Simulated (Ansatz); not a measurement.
SnO2: checking dH/dP = V

Computed with DFT PBE, scalar-relativistic, plane waves, PAW in Ansatz 0.2.0. Run with 420 eV cutoff, 6×6×6 k-mesh, Gaussian smearing of 0.02 eV, no spin polarisation.

The relaxed crystal:

```yaml
crystal:
  lattice:
    - [4.78924, 0.00000, 0.00000]
    - [0.00000, 5.82418, 0.00000]
    - [0.00000, 0.00000, 5.30558]
  atoms:
    - { symbol: Sn, position: [0.50000, 0.66517, 0.75000] }
    - { symbol: Sn, position: [0.00000, 0.83483, 0.25000] }
    - { symbol: Sn, position: [0.50000, 0.33483, 0.25000] }
    - { symbol: Sn, position: [0.00000, 0.16517, 0.75000] }
    - { symbol: O, position: [0.73014, 0.60707, 0.07817] }
    - { symbol: O, position: [0.23014, 0.89293, 0.92183] }
    - { symbol: O, position: [0.76986, 0.89293, 0.57817] }
    - { symbol: O, position: [0.26986, 0.60707, 0.42183] }
    - { symbol: O, position: [0.73014, 0.39293, 0.57817] }
    - { symbol: O, position: [0.23014, 0.10707, 0.42183] }
    - { symbol: O, position: [0.76986, 0.10707, 0.07817] }
    - { symbol: O, position: [0.26986, 0.39293, 0.92183] }
```

Cell and atoms were relaxed at each target pressure within the start's symmetry (Pbcn), at zero temperature; other phases can be more stable under pressure. H = E + PV with P the target; E is the free energy at the smearing used, whose derivative the pressure is, per atom and counted from zero pressure.

| P (GPa) | V (Å³/atom) | E − E0 (meV) | H − H0 (meV) |
| --- | --- | --- | --- |
| 0 | 12.333 | 0.0 | 0.0 |
| 2 | 12.187 | 1.0 | 153.1 |
| 5 | 11.993 | 5.2 | 379.5 |
| 10 | 11.697 | 18.9 | 749.0 |
| 20 | 11.188 | 66.0 | 1462.6 |

Task: Thermodynamics gives dH/dP = V along a relaxed path. Integrate V over P by the trapezoid rule and compare with the computed enthalpies.

Result: With 1 eV/Å³ = 160.22 GPa, each step adds the mean volume times ΔP / 160.22:
| P (GPa) | ∫V dP (meV) | H − H0 (meV) | difference (meV) |
| --- | --- | --- | --- |
| 2 | 153.0 | 153.1 | 0.0 |
| 5 | 379.4 | 379.5 | 0.0 |
| 10 | 749.1 | 749.0 | 0.1 |
| 20 | 1463.2 | 1462.6 | 0.6 |

V(P) curves upward, so the trapezoid rule runs high; integrating a smooth curve through the same points puts that excess at about 0.9 meV at 20 GPa, against the 0.6 meV found.

Task: At 20 GPa, how much of the enthalpy change is stored energy and how much is the PV term?

Result: E rises by 66 meV/atom and PV is 20 × 11.188 / 160.22 = 1397 meV/atom, so PV makes 95 % of ΔH. So between rival structures at high pressure a small difference in volume can outweigh the difference in energy: 1 % of this volume is worth 14.0 meV/atom at this pressure.

Task: What bulk modulus do the lowest pressures give, and how is the compression shared among the axes?

Result: From the pressures that the runs reached, -2.05 GPa (12.490 Å³) and 2.06 GPa (12.187 Å³), B = −ΔP/Δln V = 4.11 / 0.0246 = 167 GPa, a mean over that range. The linear compressibilities −Δln(length)/ΔP are 1.97 along a, 2.20 along b, 1.81 along c (in TPa⁻¹). With fixed angles they add up to 1/B: 5.98 against 5.98. Softest: b, at 37 % of the volume change per axis.

Task: The gap is 0.857 eV at -2.05 GPa and 1.112 eV at 2.06 GPa. What pressure coefficient and volume deformation potential follow?

Result: dE_g/dP = 61.9 meV/GPa, and a_V = dE_g/d ln V = −B dE_g/dP = -10.35 eV. A gap that opens under pressure, with a_V of several eV below zero, is what an s-like antibonding conduction edge gives, since compression pushes it up. If the edges move to other points of the zone within the range, this is a mean of two slopes. Gaps are Kohn–Sham gaps over the whole zone.

This form isn't the usual stable structure of the compound.